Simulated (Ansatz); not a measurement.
# MoS2 in Ansatz: settings compared

Aim: see how the results for MoS2 move with the level of theory and the settings. Levels: RPBE+D3(BJ), RPBE+D4. Tasks: relaxation of cell and atoms.

Everything below comes from runs of Ansatz 0.2.0. Logs are shortened: lines on timing, memory, paths and dates and some standing lists are left out, and cuts for length are marked.

### Step 1. The slab as given

The cell holds a slab with vacuum, 6 atoms: a = 3.185 Å, b = 3.185 Å, c = 21.671 Å, α = 90.00°, β = 90.00°, γ = 120.00°.

### Step 2. Relaxation of cell and atoms, RPBE+D3(BJ)

Input file input.yaml:

```yaml
crystal:
  lattice:
    - [3.184541456, 0.0, 0.0]
    - [-1.592270728, 2.7578938003, 0.0]
    - [0.0, 0.0, 21.67053472]
  atoms:
    - { symbol: Mo, position: [0.3333333333, 0.6666666667, 0.85116023] }
    - { symbol: Mo, position: [0.6666666667, 0.3333333333, 0.14883977] }
    - { symbol: S, position: [0.6666666667, 0.3333333333, 0.77962539] }
    - { symbol: S, position: [0.3333333333, 0.6666666667, 0.077251] }
    - { symbol: S, position: [0.6666666667, 0.3333333333, 0.922749] }
    - { symbol: S, position: [0.3333333333, 0.6666666667, 0.22037461] }
hamiltonian:
  xc: rpbe
  pseudopotentials: { kind: paw }
  dispersion: d3bj
kpoints:
  mp_grid: { grid: [10, 10, 2] }
scf:
  occupations: { method: fermi_dirac, width: 0.05 }
output:
  forces: true
  stress: true
relax:
  f_tol: 0.01
  max_steps: 40
  cell: { stress_tol: 0.05 }
```

Potentials or basis: Ansatz PAW.

The run is started by

```bash
$ ansatz run input.yaml --threads 2 --pin off --max-ram 5632MiB --backend cpu --events-out ev --progress --plain --runs-dir out
```

Standard output:

```text
Warning: RAYON_NUM_THREADS=2 ignored (pool sized by the plan → 2); use --threads N
Engine: ansatz 0.2.0, x86_64-unknown-linux-gnu
Pseudopotentials: kind: paw
Pseudopotential: Mo, paw, valence charge 14, recommended cutoff 420 eV (normal), Mo.paw.azcp
Pseudopotential: S, paw, valence charge 6, recommended cutoff 420 eV (normal), S.paw.azcp
Functional definition: RPBE
  parameter kappa = 0.804
  parameter beta = 0.06672455060314922
  exchange = rpbe_x(kappa = kappa, mu = beta*pi^2/3)
  correlation = pbe_c(beta = beta)
Crystal: 6 atoms, lattice volume = 190.324 Å³
Basis set: ecut = 420 eV, 3721 PW (Γ), exchange–correlation on 48×48×300 points (8 copies of the dense FFT grid, shifted against one another)
Bands: 32, of which v1, the nominal top of the filled ones, is band 26 counted from 1 (25 counted from 0)
Symmetry: 12 space group operations
Space group: P-3m1 (ITA 164), of the structure as read, at distance tolerance 5.8e-5 Å
k-points: 28 of 200
Non-local potential: Mo, projectors of the file, l = 0: 3, l = 1: 2, l = 2: 2, l = 3: 1
Non-local potential: S, projectors of the file, l = 0: 2, l = 1: 2, l = 2: 2
PAW form: soft (Blöchl's): semilocal exchange-correlation on the pseudo side does not see the compensation charge
PAW frozen core: Mo, regenerated for the run's functional, and the local potential with it (the file was generated under x = pbe(κ = 0.804, μ = 0.2195149727645171), c = pbe(β = 0.06672455060314922))
PAW frozen core: S, regenerated for the run's functional, and the local potential with it (the file was generated under x = pbe(κ = 0.804, μ = 0.2195149727645171), c = pbe(β = 0.06672455060314922))
PAW one-centre angular grid: Mo, 590 points (default); XC on 64 Gauss nodes
PAW one-centre angular grid: S, 110 points (default); XC on 64 Gauss nodes
Initial density: superposition of atomic densities (neutral atoms: chi_scale 0, normalization atom), corrected by the library's trained network
Initial wavefunctions: pseudopotential atomic-orbital guess
Functional: x = rpbe, c = pbe(β = 0.06672455060314922)
SCF iter   1: F=—  HF=-13564.264961 eV  |F-HF|=—  |Δ(HF+E_count)|=         —  Δρ=4.67e-3  dr2=7.10e-2  ethr=1.77e-3  ⟨swp⟩=8.8  Hψ=4721  notcnv=0
preconditioner: auto → none  [insulator: Δε(μ)=1.367 eV  Ē_g=7.713 eV  σ=0.050 eV  W_gap=1.00  n_scr=14 (ndim 8)  ℏωp=16.1 eV  f_vac=0.413  D(μ)=0.00/eV (n_scr^D=0)  ε∞_Penn≈5.4]
SCF iter   2: F=—  HF=-13564.376131 eV  |F-HF|=—  |Δ(HF+E_count)|=   1.11e-1  Δρ=7.38e-3  dr2=1.11e0  ethr=1.37e-4  ⟨swp⟩=4.3  Hψ=2373  notcnv=0  defer=6
SCF iter   3: F=—  HF=-13564.276997 eV  |F-HF|=—  |Δ(HF+E_count)|=   9.91e-2  Δρ=2.34e-3  dr2=2.08e-2  ethr=1.37e-4  ⟨swp⟩=4.3  Hψ=2244  notcnv=0
SCF iter   4: F=—  HF=-13564.282046 eV  |F-HF|=—  |Δ(HF+E_count)|=   5.05e-3  Δρ=2.30e-3  dr2=2.59e-2  ethr=4.01e-5  ⟨swp⟩=2.3  Hψ=1505  notcnv=0
SCF iter   5: F=—  HF=-13564.280308 eV  |F-HF|=—  |Δ(HF+E_count)|=   1.74e-3  Δρ=4.92e-4  dr2=6.05e-4  ethr=4.01e-5  ⟨swp⟩=2.0  Hψ=1128  notcnv=0
SCF iter   6: F=—  HF=-13564.280476 eV  |F-HF|=—  |Δ(HF+E_count)|=   1.69e-4  Δρ=9.87e-5  dr2=1.75e-5  ethr=1.16e-6  ⟨swp⟩=2.0  Hψ=1303  notcnv=0
[... 412 lines left out ...]
SCF iter   2: F=—  HF=-13565.666419 eV  |F-HF|=—  |Δ(HF+E_count)|=   7.49e-5  Δρ=2.50e-4  dr2=5.81e-6  ethr=4.25e-8  ⟨swp⟩=2.0  Hψ=1501  notcnv=0
SCF iter   3: F=—  HF=-13565.666437 eV  |F-HF|=—  |Δ(HF+E_count)|=   1.84e-5  Δρ=1.16e-5  dr2=5.05e-8  ethr=1.12e-8  ⟨swp⟩=2.0  Hψ=1617  notcnv=0
SCF iter   4: F=—  HF=-13565.666439 eV  |F-HF|=—  |Δ(HF+E_count)|=   1.95e-6  Δρ=1.82e-6  dr2=1.94e-9  ethr=9.71e-11  ⟨swp⟩=2.5  Hψ=1370  notcnv=0
iter 5 did not close the SCF: its close was put off for the readings that it lacked (scf_convergence_deferred on its scf_iter line)
SCF iter   5: F=-13565.666439 eV  HF=-13565.666439 eV  |F-HF|=1.27e-11  |Δ(HF+E_count)|=  1.47e-10  Δρ=2.16e-7  dr2=2.56e-11  ethr=3.73e-12  ⟨swp⟩=2.8  Hψ=1668  notcnv=0
SCF iter   6: F=-13565.666439 eV  HF=-13565.666439 eV  |F-HF|=7.28e-12  |Δ(HF+E_count)|=  1.64e-11  Δρ=4.25e-8  dr2=2.06e-12  ethr=1.00e-12  ⟨swp⟩=3.0  Hψ=2865  notcnv=0
SCF 30 converged in 6 iterations: F = -13565.666439 eV  dr2 = 2.06e-12
relax step  30: F+E_penalty+E_count = -13565.66643935 eV  Δ(F+E_penalty+E_count) = +5.233e-3 eV  max|allowed force component| = 5.830e-3 eV/Å  Δτ_max = 0.0000 Å  P = -0.002 GPa  Ω = 86.967 Å³  stress off target by 1.49e-2 GPa  SCF on the basis re-selected at this cell (its energy is not comparable with the rows above)  (6 SCF iters)
basis re-selected at this cell: Δ(F+E_penalty+E_count) = +5.233e-3 eV, ΔP = -0.007 GPa vs the last step (what re-selecting the basis moved, of the pressure what is left beyond the Pulay correction that the steps carried, after the strain that the cell walked since its last selection, with what the two solves' SCF thresholds leave and, on support functions, any second-order correction that the steps lacked; it is no measure of the basis error at this ecutwfc). The dense FFT grid was sized anew with the basis: this SCF ran on 20×20×80 points, the steps before it on 24×24×150, so part of this shift can come from that change (see relax.cell in the input reference). This SCF's stress stands 1.49e-2 GPa from its target on what of the cell is left free (relax.cell.stress_tol is 5.00e-2 GPa) and its largest allowed force component is 5.83e-3 eV/Å (relax.f_tol is 1.00e-2 eV/Å): within both
SCF converged after 6 iterations
Free energy (F): -13565.666439 eV
Harris-Foulkes:  -13565.666439 eV  (|F-HF|=7.28e-12)
Internal energy: -13565.665670 eV  (E = F + TS)
E sigma→0 (E₀):  -13565.666055 eV
Entropy (-TS):   -0.000769 eV (-0.128 meV/atom)
Fermi energy:    15.039514 eV
--- Per-component energies (eV) ---
  E_band       = -125.704343
  E_kinetic    = 1333.346129
  E_local      = -3078.867088  (includes V_loc(G=0)·N_el)
  E_nonlocal   = 396.530186
  E_hartree    = 1174.643102
  E_xc         = -765.942033
  E_vxc        = -820.687105  (∫ρ·V_xc dr)
  E_paw        = -8830.669408  (= ΣΔE_a)
  E_vpaw       = -305.312816  (= ΣTr[D̂ρ^β])
  E_aug_tail   = 0.000089  (compensation charges beyond the density's cutoff)
  E_ewald      = -3780.102575
  E_disp       = -14.275633  (pairwise vdW)
  E_core_change = -0.328438  (= ΣΔE_core)
  E_smearing   = -0.000769  (= −TS)
  E_closure    = -0.000000  (closes the sum)
  Σ components = -13565.666439   (vs F -13565.666439, Δ=0.00e0)
--- Forces (eV/Å), atoms counted from 1 ---
  atom   1  Mo    -0.00000000    -0.00000000    -0.00374646
  atom   2  Mo     0.00000000     0.00000000     0.00374646
  atom   3  S     -0.00000000    -0.00000000    -0.00582954
  atom   4  S      0.00000000     0.00000000     0.00171486
  atom   5  S     -0.00000000    -0.00000000    -0.00171486
  atom   6  S      0.00000000     0.00000000     0.00582954
  max |Σ_I F_I| component: 1.04e-17 eV/Å
--- Stress (GPa, compression-positive) ---
        0.004793      -0.000000      -0.000000
        0.000000       0.004793       0.000000
       -0.000000       0.000000      -0.014853
  P = ⅓ Tr σ = -0.0018 GPa (-0.018 kbar)
--- Relaxed structure (29 steps of the walk, 28 accepted, 1 SCFs on fresh bases) ---
  F+E_penalty+E_count = -13565.66643935 eV   max|allowed force component| = 5.830e-3 eV/Å   (the final SCF, on the basis selected at the relaxed cell)
  cell:  # Å, volume = 86.9673 Å³
    - [2.9898281880254935, 0.0, -5.686627261945215e-33]
    - [-1.4949140940127468, 2.5892671637808746, 7.828453711147303e-32]
    - [-3.869701657911078e-32, 5.927899227212534e-31, 11.233957093801555]
  atoms:
    - { symbol: Mo, position: [0.3333333333333333, 0.6666666666666666, 0.7501676203030181] }
    - { symbol: Mo, position: [0.6666666666666665, 0.3333333333333333, 0.24983237969698127] }
    - { symbol: S, position: [0.6666666666666665, 0.3333333333333333, 0.6084461422214743] }
    - { symbol: S, position: [0.3333333333333333, 0.6666666666666666, 0.10811491279833313] }
    - { symbol: S, position: [0.6666666666666665, 0.3333333333333333, 0.8918850872016665] }
    - { symbol: S, position: [0.3333333333333333, 0.6666666666666666, 0.39155385777852564] }
```

It took 5.1 min on 2 threads of Intel Xeon at 2.50GHz (Skylake/Cascade Lake), shared host; peak memory 0.55 GiB.

Results:

```yaml
Free_energy: -13565.6664 eV
Relaxed_volume: 14.49 Å³/atom
Relaxed_cell: a = 2.990 Å, b = 2.990 Å, c = 11.234 Å, α = 90.00°, β = 90.00°, γ = 120.00°
Space_group_after_relaxing_to_0.05_Å: P6_3/mmc (No. 194)
Energy_gained_by_relaxing: 231.0 meV/atom
Ionic_steps: 29
Largest_force_after_relaxing: 0.006 eV/Å
```

Forces in eV/Å, atoms in the order of the input:
```
Mo   0.000  0.000 -0.004
Mo   0.000  0.000  0.004
S    0.000  0.000 -0.006
S    0.000  0.000  0.002
S    0.000  0.000 -0.002
S    0.000  0.000  0.006
```

The path:
```
step  energy change (eV)  largest force (eV/Å)  volume (Å³)
   1              0.0000                0.4977       190.32
   2             -0.6740                0.1686       171.59
   3             -0.8125                0.1960       163.03
   4             -0.8522                0.1987       157.23
   5             -0.8690                0.0522       159.43
   6             -0.8702                0.0175       158.35
   7             -0.8705                0.0022       157.60
   8             -0.8729                0.0165       150.72
   9             -0.8754                0.0988       144.72
  10             -0.8778                0.1227       140.59
  11             -0.8788                0.2796       134.81
  12             -0.8830                0.1029       133.04
  13             -0.8902                0.1282       128.44
  14             -0.8977                0.1209       124.37
  15             -0.9070                0.1102       120.40
  16             -0.9172                0.1921       116.37
  17             -0.9316                0.2319       112.90
  18             -0.9486                0.3142       109.41
  19             -0.9720                0.3387       106.51
  20             -0.9969                0.4538       103.22
  21             -1.0033                0.4651       103.89
  22             -1.0822                0.1391        98.81
  23             -1.1348                0.3236        95.37
  24             -1.2010                0.4460        92.73
  25             -1.2780                0.5557        90.21
  26             -1.3506                0.4579        87.92
  27             -1.3903                0.0410        87.09
  28             -1.3913                0.0049        86.97
  29             -1.3861                0.0058        86.97
```

Final structure:
```cif
data_structure
_symmetry_space_group_name_H-M 'P 1'
_symmetry_Int_Tables_number 1
_cell_length_a 2.9898
_cell_length_b 2.9898
_cell_length_c 11.2340
_cell_angle_alpha 90.000
_cell_angle_beta 90.000
_cell_angle_gamma 120.000
_cell_volume 86.97
loop_
_atom_site_label
_atom_site_type_symbol
_atom_site_fract_x
_atom_site_fract_y
_atom_site_fract_z
_atom_site_occupancy
Mo1 Mo 0.33333 0.66667 0.75017 1
Mo2 Mo 0.66667 0.33333 0.24983 1
S1 S 0.66667 0.33333 0.60845 1
S2 S 0.33333 0.66667 0.10811 1
S3 S 0.66667 0.33333 0.89189 1
S4 S 0.33333 0.66667 0.39155 1
```

Caveat: the volume moved by over 15 % at a fixed basis, so the end points are rough; the plane-wave basis is chosen anew once the cell has moved, so the energies of steps on either side of that aren't comparable; the PAW data sets come from PBE, with cores solved anew for the run's functional, which leaves a small shift of forces and pressure.

(Continued in part 2 of 2.)
